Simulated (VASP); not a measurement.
Here is a VASP 6.6.1 calculation.

The input INCAR:

```
SYSTEM = WS2
PREC = Accurate
ENCUT = 520
EDIFF = 1E-6
ISMEAR = 0
SIGMA = 0.03
LREAL = .False.
LASPH = .True.
NELM = 100
ALGO = Normal
ISIF = 2
LWAVE = .False.
LCHARG = .False.
LDIPOL = .True.
IDIPOL = 3
DIPOL = 0.5 0.5 0.500
GGA = PS
IVDW = 12
NBANDS = 20
```

KPOINTS

```
Automatic mesh
0
Gamma
  12 12 1
  0 0 0
```

File POSCAR:

```
WS2
1.0
    3.1700000000      0.0000000000      0.0000000000
   -1.5850000000      2.7453005300      0.0000000000
    0.0000000000      0.0000000000     17.1400000000
S W
2 1
Direct
    0.6666670000      0.3333330000      0.4084014002
    0.6666670000      0.3333330000      0.5915985998
    0.3333330000      0.6666670000      0.5000000000
```

Potentials or basis: VASP PAW PBE potentials, release 64 (S, W_sv).

Run with:

```sh
$ cat potpaw_PBE.64/S/POTCAR potpaw_PBE.64/W_sv/POTCAR > POTCAR
$ mpirun -np 1 vasp_std > vasp.out
```

Predict the largest force.

0.268 eV/Å.

Predict the band gap on the k mesh.

1.86 eV, direct.

Estimate the dispersion energy per atom.

-0.246 eV.

Forces in eV/Å, atoms in the order of the input:
```
S    0.000  0.000  0.268
S    0.000  0.000 -0.268
W    0.000  0.000  0.000
```

Caveat: the PAW data sets were made with another functional, which shifts forces and pressure a little; spin-orbit coupling is left out, which moves the levels of the heavy elements. PBEsol gaps usually lie below the measured ones, often by a third to a half.
